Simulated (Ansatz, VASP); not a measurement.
## LiF in VASP and in Ansatz

File INCAR:

```
PREC = Accurate ; ENCUT = 520
EDIFF = 1E-6 ; ISMEAR = -1
SIGMA = 0.02 ; LREAL = F
LASPH = T ; NELM = 60
ALGO = Normal ; ISIF = 2
LWAVE = F ; LCHARG = T
GGA = PE ; LELF = T
LVHAR = T ; NBANDS = 12
```

The input KPOINTS:

```
Automatic mesh
0
Gamma
  10 10 10
```

POSCAR

```
LiF
1.0
    0.0000000000      2.2164550013      2.1446105480
    2.2164550013      0.0000000000      2.1446105480
    2.2164550013      2.2164550013      0.0000000000
Li F
1 1
Direct
    0.0000000000      0.0000000000      0.0000000000
    0.2500000000      0.2500000000      0.2500000000
```

Input for Ansatz:

```yaml
crystal:
  lattice:
    - [0.0, 2.2164550013, 2.144610548]
    - [2.2164550013, 0.0, 2.144610548]
    - [2.2164550013, 2.2164550013, 0.0]
  atoms:
    - { symbol: Li, position: [0.0, 0.0, 0.0] }
    - { symbol: F, position: [0.25, 0.25, 0.25] }
kpoints:
  mp_grid: { grid: [10, 10, 10] }
  band_path:
    path:
      - [0.0, 0.0, 0.0]
      - [-0.5, -0.5, 0.0]
      - [-0.375, -0.375, 0.25]
      - [-0.375, 0.0, 0.375]
      - [0.0, 0.0, 0.5]
      - [-0.5, -0.25, 0.25]
    npoints: 1
hamiltonian:
  xc: pbe
scf:
  occupations: { method: fermi_dirac, width: 0.02 }
  n_extra_bands: 4
output:
  forces: true
  stress: true
  eigenvalues: true
```

Change from the starting cell: biaxial_xy strain +3.4%.

Alike in both runs: task single point; functional PBE; k mesh 10 × 10 × 10; occupations fermi-dirac, width 0.02 eV; no spin polarisation.

|  | VASP | Ansatz |
| --- | --- | --- |
| version | VASP 6.6.1 | Ansatz 0.2.0 |
| potentials or method | VASP PAW PBE potentials, release 64 (Li_sv, F) | plane waves, PAW |
| plane-wave cutoff (eV) | 520 | 420 |
| valence electrons in the cell | 10 | 10 |

```tsv
	VASP	Ansatz	Ansatz less VASP
gap on the k mesh at the Fermi level (eV)	7.53	7.54	+0.011
```

 A k mesh can miss the band edges.
